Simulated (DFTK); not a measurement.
Write the native input for DFTK 0.8.2 that does the following.

```
Task                         : band structure
Functional                   : r2SCAN
Potentials or basis          : SG15 1.2 (PBE)
Cutoff                       : 1225 eV
k mesh                       : 6 × 6 × 3
Occupations                  : fermi-dirac, width 0.05 eV
Spin                         : no spin polarisation
Valence electrons            : Ga 13, N 5
SCF tolerance on the density : 1e-06
SCF solver                   : ScfAndersonSolver
```

The structure of GaN lies in GaN.xyz:

```xyz
4
Lattice="3.1800000000 0.0000000000 0.0000000000 -1.5900000000 2.7539607840 0.0000000000 0.0000000000 0.0000000000 5.1660000000" Properties=species:S:1:pos:R:3 pbc="T T T"
Ga     1.5900000002      0.9179869279      2.5830000000
Ga    -0.0000000002      1.8359738561      0.0000000000
N      1.5900000002      0.9179869279      4.5202500000
N     -0.0000000002      1.8359738561      1.9372500000
```

The input as run:

run.jl

```julia
using DFTK
using PseudoPotentialData
using Unitful, UnitfulAtomic
using LinearAlgebra, Printf
include("save.jl")
disable_threading()

lines     = readlines("GaN.xyz")
cell_ang  = reshape(parse.(Float64, split(match(r"Lattice=\"([^\"]+)\"", lines[2])[1])), 3, 3)
lattice   = austrip(1u"Å") * cell_ang
symbols   = [Symbol(split(l)[1]) for l in lines[3:end]]
positions = [round.(cell_ang \ parse.(Float64, split(l)[2:4]); digits=9) for l in lines[3:end]]
pseudopotentials = Dict(:Ga => "Ga.upf", :N => "N.upf")
elements = Dict(s => ElementPsp(s, pseudopotentials; rcut=10.0) for s in unique(symbols))
atoms    = [elements[s] for s in symbols]

build_model(lattice, positions; symmetries=true) =
    model_DFT(lattice, atoms, positions;
              functionals=r2SCAN(),
              temperature=austrip(0.05u"eV"),
              smearing=Smearing.FermiDirac(),
              symmetries)
Ecut  = 45.0  # hartree
kgrid = [6, 6, 3]
tol   = 1e-6
to_GPa = ustrip(uconvert(u"GPa", 1u"hartree/bohr^3"))

model = build_model(lattice, positions)
basis = PlaneWaveBasis(model; Ecut, kgrid)
display(basis)
scfres = self_consistent_field(basis;
                               tol,
                               nbandsalg=AdaptiveBands(model; n_bands_converge=23),
                               solver=ScfAndersonSolver())
display(scfres.energies)
@printf "Fermi level: %.6f eV\n" ustrip(auconvert(u"eV", something(scfres.εF, NaN)))
forces = compute_forces_cart(scfres)
println("Forces (eV/Å)")
for (s, f) in zip(symbols, forces)
    @printf "%-3s %12.6f %12.6f %12.6f\n" s ustrip.(auconvert.(u"eV/Å", f))...
end
stress = compute_stresses_cart(scfres)
println("Stress (GPa)")
display(round.(stress * to_GPa; digits=4))
println("Levels at the first k-point (eV): ", round.(ustrip.(auconvert.(u"eV", scfres.eigenvalues[1][1:scfres.n_bands_converge])); digits=4))
save_scf!(scfres; forces, stress)

points = Dict("G" => [0.0, 0.0, 0.0], "A" => [0.0, 0.0, 0.5], "H" => [0.3333333333, 0.3333333333, 0.5], "K" => [0.3333333333, 0.3333333333, 0.0], "L" => [0.5, 0.0, 0.5], "M" => [0.5, 0.0, 0.0])
segments = [("G", "M", 6), ("M", "K", 4), ("K", "G", 7), ("G", "A", 3), ("A", "L", 6), ("L", "H", 4), ("H", "A", 7), ("L", "M", 3), ("K", "H", 3)]
kcoords = vcat([[points[a] + t * (points[b] - points[a]) for t in range(0, 1, n)] for (a, b, n) in segments]...)
bands = compute_bands(scfres, ExplicitKpoints(kcoords); n_bands=25, tol=1e-5)
for (k, ε) in zip(bands.basis.kpoints, bands.eigenvalues)
    @printf "%d %8.4f %8.4f %8.4f " k.spin k.coordinate...
    println(join([@sprintf("%9.4f", e) for e in ustrip.(auconvert.(u"eV", ε .- scfres.εF))]))
end
results["band_energies"] = rows(bands.eigenvalues); results["band_kpoints"] = rows(kcoords)
```

Potentials or basis: SG15 1.2 (PBE).

The run is started by

```console
$ julia --threads=1 run.jl  # save.jl only writes the numbers to a file and isn't shown; printed stress counts tension as positive; times include loading and compiling
```

It gave:

```json
{"Pressure": "-0.4 GPa", "Largest force": "0.125 eV/Å", "Band gap on the k mesh": "2.12 eV, direct", "Band gap along the path": "2.12 eV, direct"}
```

Caveat: the potentials were made for another functional, which shifts forces and pressure.

Wall time 5.2 min on 1 thread of Intel(R) Xeon(R) 6975P-C (Granite Rapids), on a shared host, peak memory 2 GiB.
